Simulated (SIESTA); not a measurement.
Runs of SIESTA 5.4.2 on Sn. It takes space group I4_1/amd (No. 141, tetragonal). The conventional cell has a = 5.880 Å, b = 5.880 Å, c = 3.199 Å, α = 90.00°, β = 90.00°, γ = 90.00°. Sn (site symmetry -4m2) is surrounded by 6 Sn at 3.05 to 3.20 Å. 

```csv
task,level,potentials or basis,spin,cell,k mesh,displacement,optimiser,force tolerance,grid cutoff,energy shift,gap on the mesh (eV),pressure (GPa),moment (μB)
phonons,BP86,"PseudoDojo 0.4 standard (PBE files, fully relativistic), SZ (energy shift 0.01 Ry)","non-collinear, zero start, SOC",as given,7 × 7 × 7,0.04 bohr,-,-,750 Ry,0.01 Ry,-,-,(a)
relaxation of the atoms,SVWN5,"PseudoDojo 0.4 standard (LDA files), DZP (energy shift 0.02 Ry)",off,atoms relaxed from: volume scaled by 0.92,9 × 9 × 9,-,Broyden,0.02 eV/Å,500 Ry,0.02 Ry,none,2.3,-
relaxation of cell and atoms,VV10,"PseudoDojo 0.4 standard (PBE files, fully relativistic), DZ (energy shift 0.01 Ry)","non-collinear, antiferromagnetic start, SOC",relaxed,7 × 7 × 7,-,Broyden,0.01 eV/Å,500 Ry,0.01 Ry,none,0.0,0.19
relaxation of the atoms,LDA-PZ,"PseudoDojo 0.4 standard (LDA files), SZ (energy shift 0.01 Ry)",off,atoms relaxed,9 × 9 × 9,-,CG,0.02 eV/Å,500 Ry,0.01 Ry,none,-1.0,-
```

Alike in all rows: smearing fermi-dirac 0.05 eV.

Fill in the values left out.

(a) 0.00.

Caveats: the basis of atomic orbitals isn't converged, which shifts pressures, moduli and gaps; the basis has no polarisation orbitals (some runs); the potentials were made for another functional, which shifts forces and pressure (some runs); the relaxation stopped at its first step, so nothing moved (some runs); semicore shells carry a single zeta, which can move pressures by several GPa and volumes by a few percent (some runs); the cell wasn't relaxed at this level first, so stress shifts the frequencies and moduli (some runs); the non-local part is tabulated coarsely and may be off by about a percent (some runs).

A k mesh can miss the band edges, and rows without SOC leave out spin-orbit coupling on Sn.

A gap of «none» marks a metal or a gap under the smearing width.

Runs at the PBE level aren't shown here.
